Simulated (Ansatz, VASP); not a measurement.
ZnH2: VASP beside Ansatz

```
CELL_PARAMETERS angstrom
2.67503 0.00000 0.00000
-1.33751 2.31664 0.00000
0.00000 0.00000 8.21732
ATOMIC_POSITIONS crystal
Zn 0.33333 0.66667 0.25000
Zn 0.66667 0.33333 0.75000
H 0.33333 0.66667 0.60579
H 0.66667 0.33333 0.10579
H 0.33333 0.66667 0.89421
H 0.66667 0.33333 0.39421
```

Change from the starting cell: species swapped into the ReB2 type (P6_3/mmc, No. 194).

Alike in both runs: functional PBE; k mesh 18 × 18 × 6; occupations gaussian, width 0.1 eV; no spin polarisation.

Ansatz relaxed the structure, and its values are those at the end. VASP's run is a single point on that final structure, the one shown.

|  | VASP | Ansatz |
| --- | --- | --- |
| version | VASP 6.6.1 | Ansatz 0.2.0 |
| potentials or method | VASP PAW PBE potentials, release 64 (Zn, H) | scalar-relativistic, plane waves, PAW |
| plane-wave cutoff (eV) | 520 | 420 |
| valence electrons in the cell | 28 | 28 |

Ansatz gave:

| Property | Result |
| --- | --- |
| gap on the k mesh at the Fermi level (eV) | none |
| pressure (GPa) | 0.0 |
| rms of the force components (eV/Å) | 0.000 |

**Question.** Which values does VASP return?

**Answer.** gap on the k mesh at the Fermi level (eV): none; pressure (GPa): 0.1; rms of the force components (eV/Å): 0.006.

A gap of «none» marks a metal or a gap that the smearing closes. With one functional, cell and mesh, what is left measures potentials, basis and numerics.
